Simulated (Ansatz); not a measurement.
# H3OF: the cost of one run

Program: Ansatz 0.2.0. Level of theory: DFT, PBE, plane-wave PAW, default files, scalar-relativistic, as far as a step names no other. These are calculated values, not measurements.

### 1 The starting structure

It takes space group Pnma (No. 62, orthorhombic). The conventional cell has a = 5.892 Å, b = 4.171 Å, c = 6.103 Å, α = 90.00°, β = 90.00°, γ = 90.00°. H (site symmetry m) is surrounded by 1 O at 1.03 Å. H (site symmetry 1) is surrounded by 1 O at 1.03 Å. Around O (site symmetry m) lie 3 H at 1.03 Å. F (site symmetry m) has 3 H at 1.43 Å as nearest neighbours.

Coordinates:

```cif
data_structure
_symmetry_space_group_name_H-M 'Pnma'
_symmetry_Int_Tables_number 62
_cell_length_a 5.8921
_cell_length_b 4.1712
_cell_length_c 6.1026
_cell_angle_alpha 90.000
_cell_angle_beta 90.000
_cell_angle_gamma 90.000
_cell_volume 149.99
loop_
_atom_site_label
_atom_site_type_symbol
_atom_site_symmetry_multiplicity
_atom_site_Wyckoff_symbol
_atom_site_fract_x
_atom_site_fract_y
_atom_site_fract_z
_atom_site_occupancy
H1 H 4 c 0.80239 0.25000 0.54515 1
H2 H 8 d 0.10243 0.54693 0.23753 1
O1 O 4 c 0.58076 0.75000 0.16999 1
F1 F 4 c 0.63577 0.25000 0.37590 1
```

### 2 Gradients at the starting positions

Contents of input.yaml:

```yaml
crystal:
  lattice:
    - [5.89213507, 0.0, 0.0]
    - [0.0, 4.17123172, 0.0]
    - [0.0, 0.0, 6.10259572]
  atoms:
    - { symbol: H, position: [0.80239167, 0.25, 0.54515295] }
    - { symbol: H, position: [0.19760833, 0.75, 0.45484705] }
    - { symbol: H, position: [0.30239167, 0.25, 0.95484705] }
    - { symbol: H, position: [0.69760833, 0.75, 0.04515295] }
    - { symbol: H, position: [0.10242598, 0.54693037, 0.23752954] }
    - { symbol: H, position: [0.89757402, 0.04693037, 0.76247046] }
    - { symbol: H, position: [0.60242598, 0.95306963, 0.26247046] }
    - { symbol: H, position: [0.39757402, 0.45306963, 0.73752954] }
    - { symbol: H, position: [0.60242598, 0.54693037, 0.26247046] }
    - { symbol: H, position: [0.39757402, 0.04693037, 0.73752954] }
    - { symbol: H, position: [0.10242598, 0.95306963, 0.23752954] }
    - { symbol: H, position: [0.89757402, 0.45306963, 0.76247046] }
    - { symbol: O, position: [0.58075834, 0.75, 0.16999413] }
    - { symbol: O, position: [0.41924166, 0.25, 0.83000587] }
    - { symbol: O, position: [0.08075834, 0.75, 0.33000587] }
    - { symbol: O, position: [0.91924166, 0.25, 0.66999413] }
    - { symbol: F, position: [0.63577045, 0.25, 0.37590443] }
    - { symbol: F, position: [0.36422955, 0.75, 0.62409557] }
    - { symbol: F, position: [0.13577045, 0.25, 0.12409557] }
    - { symbol: F, position: [0.86422955, 0.75, 0.87590443] }
kpoints:
  mp_grid: { grid: [4, 6, 4] }
scf:
  occupations: { method: fermi_dirac, width: 0.02 }
hamiltonian:
  xc: pbe
  pseudopotentials: { kind: paw }
output:
  forces: true
  stress: true
  populations: true
  efg:
    quadrupole_moments_barn: { H: 0.00285783, O: -0.02558 }
    contact_densities: true
```

On the command line:

```
> ansatz run input.yaml --threads 1 --pin off --max-ram 2560MiB --backend cpu --events-out ev --progress --plain --runs-dir out
```

What time and memory should one allow on 1 thread of Intel Xeon Platinum 8259CL at 2.50GHz (Skylake/Cascade Lake), shared host?

About 20 s, with a peak of 0.57 GiB.
